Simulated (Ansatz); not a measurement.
# Mg9O8: the cost of one run

All numbers below are computed with Ansatz 0.2.0 (DFT PBEsol, plane waves, PAW, scalar-relativistic, no spin polarisation).

The COD cell was measured well above room temperature, so it is larger than a cold one.

### Step 1. The system as given

The cell holds 17 atoms (Mg9O8): a = 6.034 Å, b = 6.034 Å, c = 6.034 Å, α = 60.00°, β = 60.00°, γ = 60.00°.

As a file:

```xyz
17
Lattice="0.0000 4.2665 4.2665 4.2665 0.0000 4.2665 4.2665 4.2665 0.0000" Properties=species:S:1:pos:R:3 pbc="T T T"
Mg    0.0000    0.0000    0.0000
O     2.1332    2.1332    2.1332
Mg    2.1332    2.1332    0.0000
O     4.2665    4.2665    2.1332
Mg    2.1332    0.0000    2.1332
O     4.2665    2.1332    4.2665
Mg    4.2665    2.1332    2.1332
O     6.3997    4.2665    4.2665
Mg    0.0000    2.1332    2.1332
O     2.1332    4.2665    4.2665
Mg    2.1332    4.2665    2.1332
O     4.2665    6.3997    4.2665
Mg    2.1332    2.1332    4.2665
O     4.2665    4.2665    6.3997
Mg    4.2665    4.2665    4.2665
O     6.3997    6.3997    6.3997
Mg    7.4778    5.3078    5.3043
```

### Step 2. Relaxing end A

Input file input.yaml:

```yaml
crystal:
  lattice:
    - [0.0, 4.2665, 4.2665]
    - [4.2665, 0.0, 4.2665]
    - [4.2665, 4.2665, 0.0]
  atoms:
    - { symbol: Mg, position: [0.0, 0.0, 0.0] }
    - { symbol: O, position: [0.25, 0.25, 0.25] }
    - { symbol: Mg, position: [0.0, 0.0, 0.5] }
    - { symbol: O, position: [0.25, 0.25, 0.75] }
    - { symbol: Mg, position: [0.0, 0.5, 0.0] }
    - { symbol: O, position: [0.25, 0.75, 0.25] }
    - { symbol: Mg, position: [0.0, 0.5, 0.5] }
    - { symbol: O, position: [0.25, 0.75, 0.75] }
    - { symbol: Mg, position: [0.5, 0.0, 0.0] }
    - { symbol: O, position: [0.75, 0.25, 0.25] }
    - { symbol: Mg, position: [0.5, 0.0, 0.5] }
    - { symbol: O, position: [0.75, 0.25, 0.75] }
    - { symbol: Mg, position: [0.5, 0.5, 0.0] }
    - { symbol: O, position: [0.75, 0.75, 0.25] }
    - { symbol: Mg, position: [0.5, 0.5, 0.5] }
    - { symbol: O, position: [0.75, 0.75, 0.75] }
    - { symbol: Mg, position: [0.3673123, 0.8759345, 0.8767512] }
basis:
  ecutwfc: 420.0
kpoints:
  mp_grid: { grid: [2, 2, 2] }
hamiltonian:
  xc: pbesol
  pseudopotentials: { kind: paw, azcp: { folder: soft_1 } }
scf:
  occupations: { method: gaussian, width: 0.05 }
  lower_state_search: "off"
relax:
  f_tol: 0.03
  max_steps: 60
  adjacent_minimum: "off"
output:
  write_density: true
  write_potential: true
  elf: true
  volumetric_format: npy
```

Started as:

```bash
ansatz run input.yaml --threads 1 --pin off --max-ram 3072MiB --backend cpu --events-out ev --progress --plain --runs-dir out
```

**Question.** How long does this run take on 1 thread of Arm Neoverse V1, shared host, and how much memory does it need?

About 2.4 min, with a peak of 0.45 GiB.
